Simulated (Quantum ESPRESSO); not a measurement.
# GaN (P6_3mc) in Quantum ESPRESSO: notebook, part 2 of 2

Quantum ESPRESSO 7.5. The steps go on from the part before.

**4. Band structure, PBE**

pw.in

```
&CONTROL
  calculation = 'scf'
  prefix = 'pwscf'
  outdir = './tmp'
  pseudo_dir = './pseudo'
  tprnfor = .true.
  tstress = .true.
  disk_io = 'low'
/
&SYSTEM
  ibrav = 0
  nat = 4
  ntyp = 2
  ecutwfc = 40
  ecutrho = 240
  nbnd = 26
  occupations = 'smearing'
  smearing = 'fd'
  degauss = 0.00367493
/
&ELECTRONS
  conv_thr = 8d-10
  electron_maxstep = 120
  mixing_beta = 0.5
/
ATOMIC_SPECIES
Ga    69.7230 Ga.GGA_PBE-JTH.UPF
N     14.0070 N.GGA_PBE-JTH.UPF
CELL_PARAMETERS angstrom
   3.1800000000    0.0000000000    0.0000000000
  -1.5900000000    2.7539607840    0.0000000000
   0.0000000000    0.0000000000    5.1660000000
ATOMIC_POSITIONS angstrom
Ga     1.5900000002    0.9179869279    2.5830000000
Ga    -0.0000000002    1.8359738561    0.0000000000
N      1.5900000002    0.9179869279    4.5202500000
N     -0.0000000002    1.8359738561    1.9372500000
K_POINTS automatic
10 10 5 0 0 0
```

pp_density.in

```
&INPUTPP
  prefix = 'pwscf'
  outdir = './tmp'
  filplot = 'density.dat'
  plot_num = 0
/
&PLOT
  nfile = 1
  filepp(1) = 'density.dat'
  iflag = 3
  output_format = 6
  fileout = 'density.cube'
/
```

pp_potential.in

```
&INPUTPP
  prefix = 'pwscf'
  outdir = './tmp'
  filplot = 'potential.dat'
  plot_num = 11
/
&PLOT
  nfile = 1
  filepp(1) = 'potential.dat'
  iflag = 3
  output_format = 6
  fileout = 'potential.cube'
/
```

bands.in

```
&CONTROL
  calculation = 'bands'
  prefix = 'pwscf'
  outdir = './tmp'
  pseudo_dir = './pseudo'
  disk_io = 'low'
  verbosity = 'high'
/
&SYSTEM
  ibrav = 0
  nat = 4
  ntyp = 2
  ecutwfc = 40
  ecutrho = 240
  nbnd = 26
  occupations = 'smearing'
  smearing = 'fd'
  degauss = 0.00367493
/
&ELECTRONS
  conv_thr = 1d-08
  electron_maxstep = 120
  mixing_beta = 0.5
  diago_full_acc = .true.
/
ATOMIC_SPECIES
Ga    69.7230 Ga.GGA_PBE-JTH.UPF
N     14.0070 N.GGA_PBE-JTH.UPF
CELL_PARAMETERS angstrom
   3.1800000000    0.0000000000    0.0000000000
  -1.5900000000    2.7539607840    0.0000000000
   0.0000000000    0.0000000000    5.1660000000
ATOMIC_POSITIONS angstrom
Ga     1.5900000002    0.9179869279    2.5830000000
Ga    -0.0000000002    1.8359738561    0.0000000000
N      1.5900000002    0.9179869279    4.5202500000
N     -0.0000000002    1.8359738561    1.9372500000
K_POINTS crystal
60
 0.0000000000  0.0000000000  0.0000000000 1
 0.0714285714  0.0000000000  0.0000000000 1
 0.1428571429  0.0000000000  0.0000000000 1
 0.2142857143  0.0000000000  0.0000000000 1
 0.2857142857  0.0000000000  0.0000000000 1
 0.3571428571  0.0000000000  0.0000000000 1
 0.4285714286  0.0000000000  0.0000000000 1
 0.5000000000  0.0000000000  0.0000000000 1
 0.4583333333  0.0833333333  0.0000000000 1
 0.4166666667  0.1666666667  0.0000000000 1
 0.3750000000  0.2500000000  0.0000000000 1
 0.3333333333  0.3333333333  0.0000000000 1
 0.2962962963  0.2962962963  0.0000000000 1
 0.2592592593  0.2592592593  0.0000000000 1
 0.2222222222  0.2222222222  0.0000000000 1
 0.1851851852  0.1851851852  0.0000000000 1
 0.1481481481  0.1481481481  0.0000000000 1
 0.1111111111  0.1111111111  0.0000000000 1
 0.0740740741  0.0740740741  0.0000000000 1
 0.0370370370  0.0370370370  0.0000000000 1
 0.0000000000  0.0000000000  0.0000000000 1
 0.0000000000  0.0000000000  0.1250000000 1
 0.0000000000  0.0000000000  0.2500000000 1
 0.0000000000  0.0000000000  0.3750000000 1
 0.0000000000  0.0000000000  0.5000000000 1
 0.0625000000  0.0000000000  0.5000000000 1
 0.1250000000  0.0000000000  0.5000000000 1
 0.1875000000  0.0000000000  0.5000000000 1
 0.2500000000  0.0000000000  0.5000000000 1
 0.3125000000  0.0000000000  0.5000000000 1
 0.3750000000  0.0000000000  0.5000000000 1
 0.4375000000  0.0000000000  0.5000000000 1
 0.5000000000  0.0000000000  0.5000000000 1
 0.4666666667  0.0666666667  0.5000000000 1
 0.4333333333  0.1333333333  0.5000000000 1
 0.4000000000  0.2000000000  0.5000000000 1
 0.3666666667  0.2666666667  0.5000000000 1
 0.3333333333  0.3333333333  0.5000000000 1
 0.3030303030  0.3030303030  0.5000000000 1
 0.2727272727  0.2727272727  0.5000000000 1
 0.2424242424  0.2424242424  0.5000000000 1
 0.2121212121  0.2121212121  0.5000000000 1
 0.1818181818  0.1818181818  0.5000000000 1
 0.1515151515  0.1515151515  0.5000000000 1
 0.1212121212  0.1212121212  0.5000000000 1
 0.0909090909  0.0909090909  0.5000000000 1
 0.0606060606  0.0606060606  0.5000000000 1
 0.0303030303  0.0303030303  0.5000000000 1
 0.0000000000  0.0000000000  0.5000000000 1
 0.5000000000  0.0000000000  0.5000000000 1
 0.5000000000  0.0000000000  0.4000000000 1
 0.5000000000  0.0000000000  0.3000000000 1
 0.5000000000  0.0000000000  0.2000000000 1
 0.5000000000  0.0000000000  0.1000000000 1
 0.5000000000  0.0000000000  0.0000000000 1
 0.3333333333  0.3333333333  0.0000000000 1
 0.3333333333  0.3333333333  0.1250000000 1
 0.3333333333  0.3333333333  0.2500000000 1
 0.3333333333  0.3333333333  0.3750000000 1
 0.3333333333  0.3333333333  0.5000000000 1
```

Potentials or basis: JTH 2.0 PBE.

Command:

```console
$ OMP_NUM_THREADS=1 pw.x -in pw.in > pw.out
$ OMP_NUM_THREADS=1 pp.x -in pp_density.in > pp_density.out
$ OMP_NUM_THREADS=1 pp.x -in pp_potential.in > pp_potential.out
$ OMP_NUM_THREADS=1 pw.x -in bands.in > bands.out
```

It took 51 s on 1 thread of Arm Neoverse V1, shared host; peak memory 0.12 GiB.

It converged, with:

| Item | Value |
| --- | --- |
| Free energy | -8332.3171 eV |
| Largest force | 0.138 eV/Å |
| Band gap on the k mesh | 1.95 eV, direct |
| Band gap along the path | 1.95 eV, direct |

Forces in eV/Å, atoms in the order of the input:
```
Ga   0.000  0.000 -0.138
Ga   0.000  0.000 -0.138
N    0.000  0.000  0.138
N    0.000  0.000  0.138
```

Levels at the corners of the path, in eV from the valence-band top:
| point | band 15 | band 16 | band 17 | band 18 | band 19 | band 20 | band 21 | band 22 |
| --- | --- | --- | --- | --- | --- | --- | --- | --- |
| Γ | -1.07 | -0.07 | 0.00 | 0.00 | 1.95 | 4.29 | 9.26 | 9.91 |
| M | -4.28 | -2.79 | -2.27 | -0.99 | 5.07 | 5.60 | 6.07 | 8.67 |
| K | -5.35 | -3.05 | -3.05 | -2.72 | 5.12 | 7.87 | 7.87 | 8.44 |
| Γ | -1.07 | -0.07 | 0.00 | 0.00 | 1.95 | 4.29 | 9.26 | 9.91 |
| A | -0.54 | -0.54 | -0.54 | -0.54 | 4.29 | 4.29 | 8.55 | 8.55 |
| L | -1.97 | -1.97 | -1.93 | -1.93 | 4.42 | 4.42 | 7.83 | 7.83 |
| H | -4.23 | -4.23 | -1.51 | -1.51 | 6.48 | 6.48 | 7.33 | 7.33 |
| A | -0.54 | -0.54 | -0.54 | -0.54 | 4.29 | 4.29 | 8.55 | 8.55 |
| L | -1.97 | -1.97 | -1.93 | -1.93 | 4.42 | 4.42 | 7.83 | 7.83 |
| M | -4.28 | -2.79 | -2.27 | -0.99 | 5.07 | 5.60 | 6.07 | 8.67 |
| K | -5.35 | -3.05 | -3.05 | -2.72 | 5.12 | 7.87 | 7.87 | 8.44 |
| H | -4.23 | -4.23 | -1.51 | -1.51 | 6.48 | 6.48 | 7.33 | 7.33 |

Caveat: the cutoff is too short for stress, so the log's stress isn't used; the cutoff is low for these files, which shifts pressure and relaxed volume.

**5. The runs side by side**

| level | potentials or basis | cutoff (eV) | gap on the mesh (eV) | pressure (GPa) | largest force (eV/Å) |
| --- | --- | --- | --- | --- | --- |
| RPBE | PseudoDojo 0.4.1 SR PBE standard | 1143 | 2.13 | 11.6 | 0.15 |
| revPBE | PseudoDojo 0.4.1 SR PBE standard | 1143 | 2.10 | 10.5 | 0.14 |
| PBE | JTH 2.0 PBE | 544 | 1.95 | - | 0.14 |

Alike in all rows: task band structure; no spin polarisation; cell as given; k mesh 10 × 10 × 5; smearing fermi-dirac 0.05 eV.

Caveats: the potentials were made for another functional, which shifts forces and pressure (some runs); the cutoff is low for these files, which shifts pressure and relaxed volume (some runs).

Absolute energies hang on the potentials; compare differences alone.

**6. How close it comes**

Step 2. Against the measured gap of GaN, 3.503 eV (direct; quoted in “Studying electronic properties in GaN without electrical contacts using γ-γ vs e−-γ Perturbed Angular Correlations”, 2019, pmc:6823545), the calculated 2.13 eV is off by -1.38 eV. Spin-orbit coupling on Ga is left out. The value is that of RPBE, without temperature or zero-point motion. Semilocal functionals fall short of measured gaps as a rule.

Step 3. Against the measured gap of GaN, 3.503 eV (direct; quoted in “Studying electronic properties in GaN without electrical contacts using γ-γ vs e−-γ Perturbed Angular Correlations”, 2019, pmc:6823545), the calculated 2.10 eV is off by -1.41 eV. Spin-orbit coupling on Ga is left out. The value is that of revPBE, without temperature or zero-point motion. Semilocal functionals fall short of measured gaps as a rule.

Step 4. Against the measured gap of GaN, 3.503 eV (direct; quoted in “Studying electronic properties in GaN without electrical contacts using γ-γ vs e−-γ Perturbed Angular Correlations”, 2019, pmc:6823545), the calculated 1.95 eV is off by -1.55 eV. Spin-orbit coupling on Ga is left out. The value is that of PBE, without temperature or zero-point motion. Semilocal functionals fall short of measured gaps as a rule.
